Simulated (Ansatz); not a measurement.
# Pt (P-1) in Ansatz: notebook, part 2 of 2

Ansatz 0.2.0.

## (4) Relaxation of cell and atoms, PBE+D3(BJ)-ATM (cell sheared at random, sigma 0.01, atoms nudged by 0.01 Å)

File input.yaml:

```yaml
crystal:
  lattice:
    - [-1.5821724, 1.58498199, 1.58465529]
    - [1.60291519, -1.57977957, 1.60019566]
    - [1.56748235, 1.56508952, -1.57945287]
  atoms:
    - { symbol: Pt, position: [0.0, 0.0, 0.0] }
hamiltonian:
  xc: pbe
  pseudopotentials: { kind: paw }
  dispersion: d3bjatm
kpoints:
  mp_grid: { grid: [12, 12, 12] }
scf:
  occupations: { method: fermi_dirac, width: 0.05 }
output:
  forces: true
  stress: true
  eigenvalues: true
  write_density: true
  write_potential: true
  elf: true
  volumetric_format: npy
relax:
  f_tol: 0.01
  max_steps: 40
  cell: { stress_tol: 0.05 }
```

The run is started by

```sh
> ansatz run input.yaml --threads 2 --pin off --max-ram 5632MiB --backend cpu --events-out ev --progress --plain --runs-dir out
```

It took 80 s on 2 threads of Arm Neoverse V2, shared host; peak memory 0.47 GiB.

It converged, with:

```yaml
Free_energy: -12523.6717 eV
Relaxed_volume: 15.45 Å³/atom
Relaxed_cell: a = 2.744 Å, b = 2.744 Å, c = 2.744 Å, α = 104.24°, β = 120.54°, γ = 104.23°
Space_group_after_relaxing_to_0.05_Å: I4/mmm (No. 139)
Energy_gained_by_relaxing: 100.3 meV/atom
Ionic_steps: 13
Pressure_after_relaxing: 0.0 GPa
Band_gap_on_the_k_mesh: none (metal or under the smearing width)
```

The path:
```csv
step,energy change (eV),largest force (eV/Å),volume (Å³)
1,0.0000,0.0000,15.90
2,-0.0125,0.0000,15.50
3,-0.0139,0.0000,15.42
4,-0.0272,0.0000,15.20
5,-0.0589,0.0000,14.97
6,-0.0873,0.0000,15.28
7,-0.0970,0.0000,15.39
8,-0.0999,0.0000,15.45
9,-0.1004,0.0000,15.45
10,-0.1004,0.0000,15.45
11,-0.1003,0.0000,15.45
12,-0.1003,0.0000,15.45
13,-0.1003,0.0000,15.45
```

Final structure:
```
Pt
1.0
    -1.68545    1.35951    1.68506
     1.68545   -1.36010    1.68459
     1.68410    1.36177   -1.68458
Pt
1
Direct
  0.00000 0.00000 0.00000
```

Levels at points of the mesh, in eV from the Fermi level:
| k point | band 5 | band 6 | band 7 | band 8 | band 9 | band 10 | band 11 | band 12 | band 13 |
| --- | --- | --- | --- | --- | --- | --- | --- | --- | --- |
| (0.00, 0.00, 0.00) | -9.97 | -4.91 | -3.19 | -2.84 | -2.84 | -0.44 | 15.51 | 15.51 | 20.56 |
| (0.00, 0.00, -0.50) | -6.95 | -5.84 | -1.63 | 0.34 | 0.56 | 0.67 | 7.22 | 12.50 | 14.21 |
| (0.00, -0.50, 0.00) | -7.33 | -3.66 | -3.30 | -1.58 | -0.86 | 0.57 | 5.06 | 14.90 | 19.64 |
| (0.00, -0.50, -0.50) | -6.95 | -5.83 | -1.63 | 0.34 | 0.56 | 0.67 | 7.22 | 12.50 | 14.21 |
| (-0.50, 0.00, 0.00) | -6.95 | -5.83 | -1.63 | 0.34 | 0.56 | 0.67 | 7.22 | 12.50 | 14.21 |
| (-0.50, 0.00, -0.50) | -7.33 | -3.66 | -3.30 | -1.58 | -0.86 | 0.57 | 5.06 | 14.90 | 19.64 |
| (-0.50, -0.50, 0.00) | -6.95 | -5.84 | -1.63 | 0.34 | 0.56 | 0.67 | 7.22 | 12.50 | 14.21 |
| (-0.50, -0.50, -0.50) | -6.83 | -6.54 | 0.18 | 0.18 | 0.71 | 5.46 | 5.46 | 11.70 | 12.39 |

Caveat: the plane-wave basis is chosen anew once the cell has moved, so the energies of steps on either side of that aren't comparable; pairwise dispersion overbinds metals, which lowers pressure and volume. The run has no spin-orbit coupling, so splittings on Pt are missing.

## (5) Relaxation of cell and atoms, PBE+D4 (cell sheared at random, sigma 0.01, atoms nudged by 0.01 Å)

Changes to input.yaml since step 4:

```diff
@@ -10,3 +10,3 @@
   pseudopotentials: { kind: paw }
-  dispersion: d3bjatm
+  dispersion: d4
 kpoints:
@@ -19,6 +19,2 @@
   eigenvalues: true
-  write_density: true
-  write_potential: true
-  elf: true
-  volumetric_format: npy
 relax:
```

Potentials or basis: Ansatz PAW.

The run is started by

```sh
> ansatz run input.yaml --threads 2 --pin off --max-ram 5632MiB --backend cpu --events-out ev --progress --plain --runs-dir out
```

Log:

```text
Warning: RAYON_NUM_THREADS=2 ignored (pool sized by the plan → 2); use --threads N
Engine: ansatz 0.2.0, aarch64-unknown-linux-gnu
Pseudopotentials: kind: paw
Pseudopotential: Pt, paw, valence charge 18, recommended cutoff 420 eV (normal), Pt.paw.azcp
Functional definition: PBE
  parameter kappa = 0.804
  parameter beta = 0.06672455060314922
  exchange = pbe_x(kappa = kappa, mu = beta*pi^2/3)
  correlation = pbe_c(beta = beta)
Crystal: 1 atoms, lattice volume = 15.902 Å³
Basis set: ecut = 420 eV, 321 PW (Γ), exchange–correlation on 40×40×40 points (8 copies of the dense FFT grid, shifted against one another)
Bands: 13, of which v1, the nominal top of the filled ones, is band 9 counted from 1 (8 counted from 0)
Symmetry: 2 space group operations
Space group: P-1 (ITA 2), of the structure as read, at distance tolerance 2.5e-5 Å
k-points: 868 of 1728
[... 196 lines left out ...]
  E_disp       = -0.759113  (pairwise vdW)
  E_smearing   = -0.009691  (= −TS)
  E_closure    = 0.000000  (closes the sum)
  Σ components = -12523.772430   (vs F -12523.772430, Δ=0.00e0)
--- Forces (eV/Å), atoms counted from 1 ---
  atom   1  Pt     0.00000000     0.00000000     0.00000000
  max |Σ_I F_I| component: 0.00e0 eV/Å
--- Stress (GPa, compression-positive) ---
        0.001392       0.000519       0.000152
        0.000519       0.002533      -0.000125
        0.000152      -0.000125       0.001328
  P = ⅓ Tr σ = 0.0018 GPa (0.018 kbar)
--- Band table (eV; the first three rows and the last of 868) ---
  k-point 0: bands = ["-75.6894", "-29.7441", "-29.6461", "-29.6460", "12.7865", "17.8663", "19.5986", "19.9444", "19.9444", "22.3667", "38.3187", "38.3187", "43.3627"]
  k-point 1: bands = ["-75.6866", "-29.7734", "-29.6566", "-29.6562", "13.1114", "17.9648", "19.6384", "19.8911", "19.9285", "22.2242", "38.7086", "38.8163", "42.6846"]
  k-point 2: bands = ["-75.6789", "-29.8611", "-29.6838", "-29.6772", "14.0188", "18.0409", "19.3293", "20.0104", "20.3836", "21.9110", "39.2896", "40.1624", "40.9049"]
  k-point 867: bands = ["-75.6366", "-30.0055", "-30.0054", "-29.9409", "15.9282", "16.2172", "22.9886", "22.9886", "23.5240", "28.2769", "28.2770", "34.5752", "35.2042"]
--- Relaxed structure (15 steps of the walk, 13 accepted, 2 SCFs on fresh bases) ---
  F+E_penalty+E_count = -12523.77242953 eV   max|allowed force component| = 0.000e0 eV/Å   (the final SCF, on the basis selected at the relaxed cell)
  cell:  # Å, volume = 15.3765 Å³
    - [-1.682560027924313, 1.3578258975340953, 1.6821286931535842]
    - [1.6825584947067755, -1.3584161440183182, 1.6816471990338928]
    - [1.6812093334417344, 1.3600718493612483, -1.6816486548516814]
  atoms:
    - { symbol: Pt, position: [0.0, 0.0, 0.0] }
```

Run time: 80 s. Hardware: 2 threads of Arm Neoverse V2, shared host; peak memory 0.47 GiB.

Results:

* Free energy: -12523.7724 eV
* Relaxed volume: 15.38 Å³/atom
* Relaxed cell: a = 2.739 Å, b = 2.739 Å, c = 2.739 Å, α = 104.25°, β = 120.52°, γ = 104.25°
* Space group after relaxing (to 0.05 Å): I4/mmm (No. 139)
* Energy gained by relaxing: 104.5 meV/atom
* Ionic steps: 15
* Pressure after relaxing: 0.0 GPa
* Band gap on the k mesh: none (metal or under the smearing width)

Step by step:
| step | energy change (eV) | largest force (eV/Å) | volume (Å³) |
| --- | --- | --- | --- |
| 1 | 0.0000 | 0.0000 | 15.90 |
| 2 | -0.0161 | 0.0000 | 15.44 |
| 3 | -0.0177 | 0.0000 | 15.34 |
| 4 | -0.0292 | 0.0000 | 15.08 |
| 5 | -0.0553 | 0.0000 | 14.76 |
| 6 | -0.0818 | 0.0000 | 14.86 |
| 7 | -0.1015 | 0.0000 | 15.40 |
| 8 | -0.1039 | 0.0000 | 15.39 |
| 9 | -0.1046 | 0.0000 | 15.38 |
| 10 | -0.1046 | 0.0000 | 15.37 |
| 11 | -0.1047 | 0.0000 | 15.37 |
| 12 | -0.1045 | 0.0000 | 15.37 |
| 13 | -0.1045 | 0.0000 | 15.38 |
| 14 | -0.1045 | 0.0000 | 15.38 |
| 15 | -0.1045 | 0.0000 | 15.38 |

Final structure:
```
Pt
1.0
    -1.68256    1.35783    1.68213
     1.68256   -1.35842    1.68165
     1.68121    1.36007   -1.68165
Pt
1
Cartesian
  0.0000 0.0000 0.0000
```

Caveat: the plane-wave basis is chosen anew once the cell has moved, so the energies of steps on either side of that aren't comparable; pairwise dispersion overbinds metals, which lowers pressure and volume. The run has no spin-orbit coupling, so splittings on Pt are missing.

## (6) Overview

```csv
level,gap on the mesh (eV),pressure (GPa),relaxed volume (Å³/atom)
PBE,none,0.0,15.81
PBE+D3(BJ),none,0.0,15.32
PBE+D3(BJ)-ATM,none,0.0,15.45
PBE+D4,none,0.0,15.38
```

Alike in all rows: task relaxation of cell and atoms; potentials or basis Ansatz PAW; no spin polarisation; cell relaxed from: cell sheared at random, sigma 0.01, atoms nudged by 0.01 Å; k mesh 12 × 12 × 12; cutoff (eV) 420; smearing fermi-dirac 0.05 eV.

Caveats: the plane-wave basis is chosen anew once the cell has moved, so the energies of steps on either side of that aren't comparable; pairwise dispersion overbinds metals, which lowers pressure and volume (some runs).

Total energies depend on the potentials used, so only differences within one code and one set of settings carry meaning.
